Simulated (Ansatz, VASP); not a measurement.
# One calculation of CdTe, two programs

The input INCAR:

```
SYSTEM = CdTe
AGGAC = 0.0
ALDAC = 0.0
ALGO = Normal
EDIFF = 1E-6
ENCUT = 520
GGA = PE
ISIF = 2
ISMEAR = -1
LASPH = .TRUE.
LCHARG = .FALSE.
LREAL = .FALSE.
LWAVE = .FALSE.
NBANDS = 16
NELM = 80
PREC = Accurate
SIGMA = 0.05
```

The input KPOINTS:

```
k-points
0
G
  7 7 7
  0 0 0
```

POSCAR

```
CdTe
1.0
    0.0000000000      3.2050000000      3.2050000000
    3.2050000000      0.0000000000      3.2050000000
    3.2050000000      3.2050000000      0.0000000000
Te Cd
1 1
Direct
    0.7500000000      0.7500000000      0.7500000000
    0.0000000000      0.0000000000      0.0000000000
```

input.yaml

```yaml
crystal:
  lattice:
    - [0.0, 3.205, 3.205]
    - [3.205, 0.0, 3.205]
    - [3.205, 3.205, 0.0]
  atoms:
    - { symbol: Te, position: [0.75, 0.75, 0.75] }
    - { symbol: Cd, position: [0.0, 0.0, 0.0] }
hamiltonian:
  xc: { exchange: pbe, correlation: none }
  pseudopotentials: { kind: paw }
kpoints:
  mp_grid: { grid: [7, 7, 7] }
  band_path:
    path:
      - [[0.0, 0.0, 0.0], [0.5, 0.0, 0.5], [0.5, 0.25, 0.75], [0.375, 0.375, 0.75], [0.0, 0.0, 0.0], [0.5, 0.5, 0.5], [0.625, 0.25, 0.625], [0.5, 0.25, 0.75], [0.5, 0.5, 0.5], [0.375, 0.375, 0.75]]
      - [[0.625, 0.25, 0.625], [0.5, 0.0, 0.5]]
    npoints: 14
scf:
  occupations: { method: fermi_dirac, width: 0.05 }
  n_extra_bands: 6
output:
  forces: true
  stress: true
  eigenvalues: true
  fatbands: false
```

Alike in both runs: functional PBE exchange alone; k mesh 7 × 7 × 7; occupations fermi-dirac, width 0.05 eV; no spin polarisation.

```csv
,VASP,Ansatz
version,VASP 6.6.1,Ansatz 0.2.0
potentials or method,"VASP PAW PBE potentials, release 64 (Te, Cd)",Ansatz PAW
plane-wave cutoff (eV),520,420
valence electrons in the cell,18,36
task,single point,band structure
```

```tsv
	VASP	Ansatz	Ansatz less VASP
gap on the k mesh at the Fermi level (eV)	0.83	0.83	-0.003
least direct gap on the mesh (eV)	0.83	0.83	-0.003
pressure (GPa)	11.7	11.5	-0.20
```

The two sets of potentials don't hold the same shells in valence.

Caveats: spin-orbit coupling is left out, which moves the levels of the heavy elements; the PAW data sets come from PBE, with cores solved anew for the run's functional, which leaves a small shift of forces and pressure (Ansatz).
